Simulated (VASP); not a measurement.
# Ti (P6_3/mmc) in VASP: a series of runs

One crystal, Ti, is run at these levels: PBE; tasks: relaxation of cell and atoms.

Program: VASP 6.6.1. These are calculated values, not measurements. Logs are shortened: lines on timing, memory, paths and dates and some standing lists are left out, and cuts for length are marked.

## Step 1: Starting point

Symmetry: P6_3/mmc, No. 194, hexagonal system. The conventional cell has a = 2.950 Å, b = 2.950 Å, c = 4.680 Å, α = 90.00°, β = 90.00°, γ = 120.00°. Around Ti (site symmetry -6m2) lie 12 Ti at 2.89 to 2.95 Å.

## Step 2: Relaxation of cell and atoms, PBE

INCAR reads:

```
SYSTEM = Ti
ALGO = Normal
EDIFF = 1E-7
EDIFFG = -0.002
ENCUT = 520
GGA = PE
IBRION = 2
ISIF = 3
ISMEAR = 0
LASPH = .TRUE.
LCHARG = .FALSE.
LREAL = .FALSE.
LWAVE = .FALSE.
NELM = 80
NSW = 80
PREC = Accurate
SIGMA = 0.3
```

KPOINTS reads:

```
k-points
0
G
  18 18 10
  0 0 0
```

POSCAR reads:

```
Ti
1.0
    2.9500000000      0.0000000000      0.0000000000
   -1.4750000000      2.5547749400      0.0000000000
    0.0000000000      0.0000000000      4.6800000000
Ti
2
Direct
    0.3333333300      0.6666666700      0.2500000000
    0.6666666700      0.3333333300      0.7500000000
```

Potentials or basis: VASP PAW PBE potentials, release 64 (Ti_sv).

On the command line:

```sh
cat potpaw_PBE.64/Ti_sv/POTCAR > POTCAR
mpirun -np 1 vasp_std > vasp.out
```

OUTCAR:

```text
SYSTEM = Ti
   EDIFF = 1E-7
   EDIFFG = -0.002
   ENCUT = 520
   GGA = PE
   IBRION = 2
   ISIF = 3
   ISMEAR = 0
   LASPH = .TRUE.
   LREAL = .FALSE.
   NELM = 80
   NSW = 80
   PREC = Accurate

 ion  position               nearest neighbor table
   1  0.333  0.667  0.250-   2 2.89   2 2.89   2 2.89   2 2.89   2 2.89   2 2.89
   2  0.667  0.333  0.750-   1 2.89   1 2.89   1 2.89   1 2.89   1 2.89   1 2.89

  LATTYP: Found a hexagonal cell.
 ALAT       =     2.9500000000
 C/A-ratio  =     1.5864406780

  Lattice vectors:

 A1 = (   2.9500000000,   0.0000000000,   0.0000000000)
 A2 = (  -1.4750000000,   2.5547749400,   0.0000000000)
 A3 = (   0.0000000000,   0.0000000000,   4.6800000000)

Analysis of symmetry for initial positions (statically):
=====================================================================
 Subroutine PRICEL returns:
 Original cell was already a primitive cell.

 Routine SETGRP: Setting up the symmetry group for a
 hexagonal supercell.

 Subroutine GETGRP returns: Found 24 space group operations
 (whereof 12 operations were pure point group operations)
 out of a pool of 24 trial point group operations.

The static configuration has the point symmetry D_3d.
 The point group associated with its full space group is D_6h.

Analysis of symmetry for dynamics (positions and initial velocities):
=====================================================================
 Subroutine PRICEL returns:
 Original cell was already a primitive cell.

 Routine SETGRP: Setting up the symmetry group for a
 hexagonal supercell.

 Subroutine GETGRP returns: Found 24 space group operations
 (whereof 12 operations were pure point group operations)
 out of a pool of 24 trial point group operations.

The dynamic configuration has the point symmetry D_3d.
 The point group associated with its full space group is D_6h.

 Subroutine INISYM returns: Found 24 space group operations
 (whereof 12 operations are pure point group operations),
 and found     1 'primitive' translations

----------------------------------------------------------------------------------------

                                     Primitive cell

  volume of cell :      35.2712

  direct lattice vectors                    reciprocal lattice vectors
     2.950000000  0.000000000  0.000000000     0.338983051  0.195711956  0.000000000
    -1.475000000  2.554774940  0.000000000     0.000000000  0.391423911  0.000000000
     0.000000000  0.000000000  4.680000000     0.000000000  0.000000000  0.213675214

  length of vectors
     2.950000000  2.949999999  4.680000000     0.391423911  0.391423911  0.213675214

  position of ions in fractional coordinates (direct lattice)
     0.333333330  0.666666670  0.250000000
     0.666666670  0.333333330  0.750000000

  ion indices of the primitive-cell ions
   primitive index   ion index
                 1           1
                 2           2

----------------------------------------------------------------------------------------

 KPOINTS: k-points

Automatic generation of k-mesh.
 Grid dimensions read from file:
 generate k-points for:   18   18   10

 Generating k-lattice:

  Cartesian coordinates                     Fractional coordinates (reciprocal lattice)
     0.018832392  0.010872886  0.000000000     0.055555556  0.000000000  0.000000000
     0.000000000  0.021745773  0.000000000     0.000000000  0.055555556  0.000000000
     0.000000000  0.000000000  0.021367521     0.000000000  0.000000000  0.100000000

  Length of vectors
     0.021745773  0.021745773  0.021367521

  Shift w.r.t. Gamma in fractional coordinates (k-lattice)
     0.000000000  0.000000000  0.000000000

 Subroutine IBZKPT returns following result:
 ===========================================

 Found    222 irreducible k-points:

 Following reciprocal coordinates:
            Coordinates               Weight
  0.000000  0.000000  0.000000      1.000000
  0.055556 -0.000000  0.000000      6.000000
  0.111111 -0.000000  0.000000      6.000000
  0.166667  0.000000  0.000000      6.000000
  0.222222 -0.000000  0.000000      6.000000
  0.277778  0.000000  0.000000      6.000000
[... 16 lines left out ...]
  0.333333  0.111111  0.000000     12.000000
  0.388889  0.111111  0.000000     12.000000
 [... further k-points ...]
   k-points           NKPTS =    222   k-points in BZ     NKDIM =    222   number of bands    NBANDS=     16
   number of dos      NEDOS =    301   number of ions     NIONS =      2
   total plane-waves  NPLWV =  20736
   dimension x,y,z NGX =    24 NGY =   24 NGZ =   36
   dimension x,y,z NGXF=    48 NGYF=   48 NGZF=   72
   ions per type =               2
   NGX,Y,Z   is equivalent  to a cutoff of  13.53, 13.53, 12.79 a.u.
   NGXF,Y,Z  is equivalent  to a cutoff of  27.05, 27.05, 25.58 a.u.
 SYSTEM =  Ti
   PREC   = accura    normal or accurate (medium, high low for compatibility)
   ISTART =      0    job   : 0-new  1-cont  2-samecut
   ICHARG =      2    charge: 1-file 2-atom 10-const
   ISPIN  =      1    spin polarized calculation?
   LNONCOLLINEAR =      F non collinear calculations
   LSORBIT =      F    spin-orbit coupling
   LASPH  =      T    aspherical Exc in radial PAW
   ENCUT  =  520.0 eV  38.22 Ry    6.18 a.u.   5.49  5.49  8.70*2*pi/ulx,y,z
   NELM   =     80;   NELMIN=  2; NELMDL= -5     # of ELM steps
   EDIFF  = 0.1E-06   stopping-criterion for ELM
   LREAL  =      F    real-space projection
   EDIFFG = -.2E-02   stopping-criterion for IOM
   NSW    =     80    number of steps for IOM
   IBRION =      2    ionic relax: 0-MD 1-quasi-New 2-CG
   NFREE  =      1    steps in history (QN), initial steepest desc. (CG)
   ISIF   =      3    stress and relaxation
   ISYM   =      2    0-nonsym 1-usesym 2-fastsym
   POTIM  = 0.5000    time-step for ionic-motion
   TEBEG  =    0.0;   TEEND  =   0.0 temperature during run
   PSTRESS=    0.0 pullay stress
   NELECT =      24.0000    total number of electrons
   NUPDOWN=      -1.0000    fix difference up-down
   EMIN   =  10.00;   EMAX   =-10.00  energy-range for DOS
   EFERMI =   0.00;   METHOD = LEGACY
   ISMEAR =     0;   SIGMA  =   0.30  broadening in eV -4-tet -1-fermi 0-gaus
   EFERMI_NEDOS =   21; number of points for ismear=-14 and -15
   IALGO  =     38    algorithm
   IMIX   =      4    mixing-type and parameters
     AMIX     =   0.40;   BMIX     =  1.00
     AMIX_MAG =   1.60;   BMIX_MAG =  1.00
  volume/ion in A,a.u.               =      17.64       119.01
  Fermi-wavevector in a.u.,A,eV,Ry     =   1.439920  2.721055 28.209912  2.073370
  Thomas-Fermi vector in A             =   2.558722
   LORBIT       =      0    0 simple, 1 ext, 2 COOP (PROOUT), +10 PAW based schemes
   GGA     = PE    functional components
   LHFCALC =     F    Hartree Fock is set to
   AEXX    =    0.0000 exact exchange contribution
   IVDW    =     0    specifies the selected vdW correction
   LEPSILON=     F    determine dielectric tensor
   LRPA    =     F    only Hartree local field effects (RPA)
 conjugate gradient relaxation of ions
 non-spin polarized calculation
 Gauss-broadening in eV      SIGMA  =   0.30
  energy-cutoff  :      520.00
  volume of cell :       35.27
 maximum number of plane-waves:       976
 NGX is ok and might be reduce to    24
   NGX = 11   NGY = 11   NGZ = 17

--------------------------------------- Ionic step        1  -------------------------------------------

 number of electron      24.0000002 magnetization

 Free energy of the ion-electron system (eV)
  ---------------------------------------------------
  ext. energy  EPLUGINS =         0.00000000
  ---------------------------------------------------
  free energy    TOTEN  =       -15.71870160 eV

  energy without entropy =      -15.61189543  energy(sigma->0) =      -15.66529852

------------------------ aborting loop because EDIFF is reached ----------------------------------------

  FORCE on cell =-STRESS in cart. coord.  units (eV):
  Direction    XX          YY          ZZ          XY          YZ          ZX
  --------------------------------------------------------------------------------------
  -------------------------------------------------------------------------------------
  Total       -0.3281543     -0.3281543     -0.3685471      0.0000000      0.0000000      0.0000000
  in kB      -14.9062406    -14.9062406    -16.7410627      0.0000000      0.0000000      0.0000000
  external PRESSURE =     -15.5178480 kB  Pullay stress =       0.0000000 kB
[... 89 lines left out ...]
  FREE ENERGIE OF THE ION-ELECTRON SYSTEM (eV)
  ---------------------------------------------------
  free  energy   TOTEN  =       -15.7211799986 eV

  energy  without entropy=      -15.6163041703  energy(sigma->0) =      -15.66874208

[... ionic steps 4 to 7 ...]

--------------------------------------- Ionic step        8  -------------------------------------------

 number of electron      24.0000001 magnetization

------------------------ aborting loop because EDIFF is reached ----------------------------------------

  FORCE on cell =-STRESS in cart. coord.  units (eV):
  Direction    XX          YY          ZZ          XY          YZ          ZX
  --------------------------------------------------------------------------------------
  -------------------------------------------------------------------------------------
  Total       -0.0075270     -0.0075270     -0.0129946      0.0000000      0.0000000      0.0000000
  in kB       -0.3468046     -0.3468046     -0.5987196      0.0000000      0.0000000      0.0000000
  external PRESSURE =      -0.4307763 kB  Pullay stress =       0.0000000 kB
[... 57 lines left out ...]
  energy  without entropy=      -15.6163208065  energy(sigma->0) =      -15.66875286

--------------------------------------- Ionic step       10  -------------------------------------------

 number of electron      24.0000001 magnetization

 Free energy of the ion-electron system (eV)
  ---------------------------------------------------
  ext. energy  EPLUGINS =         0.00000000
  ---------------------------------------------------
  free energy    TOTEN  =       -15.72118628 eV

  energy without entropy =      -15.61637690  energy(sigma->0) =      -15.66878159

 E-fermi :   8.2973     XC(G=0): -11.4930

 val. band max:        8.2950970648   @ k =   0.1111   0.1111   0.3000
 cond. band min:       8.3148014431   @ k =   0.0000   0.0000   0.4000
 fundamental gap:      0.0197043784
 Fermi energy:         8.2972746789

 k-point     1 :       0.0000    0.0000    0.0000
  band No.  band energies     occupation
      1     -48.5231      2.00000
      2     -48.3869      2.00000
      3     -25.1026      2.00000
      4     -24.4734      2.00000
      5     -24.4734      2.00000
      6     -24.3960      2.00000
[... 8 lines left out ...]
     15       9.6010      0.00000
     16       9.6010      0.00000
[... 420 lines left out ...]
  band No.  band energies     occupation
      1     -48.4063      2.00000
      2     -48.3616      2.00000
      3     -24.9152      2.00000
      4     -24.7983      2.00000
      5     -24.7981      2.00000
      6     -24.6388      2.00000
[... 8 lines left out ...]
     15       9.4986      0.00000
     16      11.4367      0.00000

 [... further k-points ...]

------------------------ aborting loop because EDIFF is reached ----------------------------------------

  FORCE on cell =-STRESS in cart. coord.  units (eV):
  Direction    XX          YY          ZZ          XY          YZ          ZX
  --------------------------------------------------------------------------------------
  -------------------------------------------------------------------------------------
  Total        0.0013895      0.0013895      0.0024869      0.0000000      0.0000000      0.0000000
  in kB        0.0640399      0.0640399      0.1146146      0.0000000      0.0000000      0.0000000
  external PRESSURE =       0.0808981 kB  Pullay stress =       0.0000000 kB
[... 17 lines left out ...]
  FREE ENERGIE OF THE ION-ELECTRON SYSTEM (eV)
  ---------------------------------------------------
  free  energy   TOTEN  =       -15.7211862830 eV

  energy  without entropy=      -15.6163769002  energy(sigma->0) =      -15.66878159

 reached required accuracy - stopping structural energy minimisation
```

Run time: 5.3 min. Hardware: 1 thread of Intel Xeon 6975P-C (Granite Rapids), shared host; peak memory 0.24 GiB.

What came out:

```
Free energy                            : -15.7212 eV
Relaxed volume                         : 17.38 Å³/atom
Relaxed cell                           : a = 2.937 Å, b = 2.937 Å, c = 4.653 Å, α = 90.00°, β = 90.00°, γ = 120.00°
Space group after relaxing (to 0.05 Å) : P6_3/mmc (No. 194)
Energy gained by relaxing              : 1.2 meV/atom
Ionic steps                            : 10
Pressure after relaxing                : 0.0 GPa
Band gap on the k mesh                 : none (metal or under the smearing width)
```

Step by step:
```
step  energy change (eV)  largest force (eV/Å)  pressure (GPa)  volume (Å³)
   1              0.0000                0.0000           -1.55        35.27
   2             -0.0012                0.0000            1.17        34.41
   3             -0.0025                0.0000            0.00        34.77
   4             -0.0025                0.0000            0.03        34.76
   5             -0.0025                0.0000           -0.01        34.77
   6             -0.0025                0.0000           -0.03        34.78
   7             -0.0025                0.0000           -0.04        34.78
   8             -0.0025                0.0000           -0.04        34.77
   9             -0.0025                0.0000           -0.03        34.77
  10             -0.0025                0.0000            0.01        34.76
```

Final structure:
```xyz
2
Lattice="2.9372 0.0000 0.0000 -1.4686 2.5437 0.0000 0.0000 0.0000 4.6529" Properties=species:S:1:pos:R:3 pbc="T T T"
Ti    0.0000    1.6958    1.1632
Ti    1.4686    0.8479    3.4896
```

## Step 3: Relaxation of cell and atoms, PBE

This run uses another cell than the first one, of 17.38 Å³/atom, 0.986 times its volume.

INCAR is that of step 2.

KPOINTS is that of step 2.

POSCAR reads:

```
Ti                                      
1.0
    2.9372220530     -0.0000000000     -0.0000000000
   -1.4686110265      2.5437089133      0.0000000000
    0.0000000000     -0.0000000000      4.6528505400
  Ti            
     2
Direct
     0.3333333300000021    0.6666666699999979    0.2500000000000000
     0.6666666699999979    0.3333333300000021    0.7500000000000000
```

Potentials or basis: VASP PAW PBE potentials, release 64 (Ti_sv).

On the command line:

```sh
cat potpaw_PBE.64/Ti_sv/POTCAR > POTCAR
mpirun -np 1 vasp_std > vasp.out
```

Wall time 61 s (1 thread of Intel Xeon 6975P-C (Granite Rapids), shared host); peak memory 0.23 GiB.

The run converged. Its results:

- Free energy: -15.7210 eV
- Pressure after relaxing: 0.0 GPa
- Band gap on the k mesh: none (metal or under the smearing width)

Final structure:
```xyz
2
Lattice="2.9372 0.0000 0.0000 -1.4686 2.5437 0.0000 0.0000 0.0000 4.6529" Properties=species:S:1:pos:R:3 pbc="T T T"
Ti    0.0000    1.6958    1.1632
Ti    1.4686    0.8479    3.4896
```

Levels at points of the mesh, in eV from the Fermi level:
```csv
k point,band 10,band 11,band 12,band 13,band 14,band 15
"(0.00, 0.00, 0.00)",-2.65,0.80,0.81,0.81,0.93,1.30
"(0.50, 0.00, 0.00)",-2.12,-1.80,-0.60,0.52,0.67,1.21
"(0.00, 0.00, 0.50)",-4.32,0.12,0.12,0.71,0.71,0.71
"(0.50, 0.00, 0.50)",-2.51,-0.78,-0.78,1.36,1.36,1.77
```

Caveat: the relaxation stopped at its first step, so nothing moved.
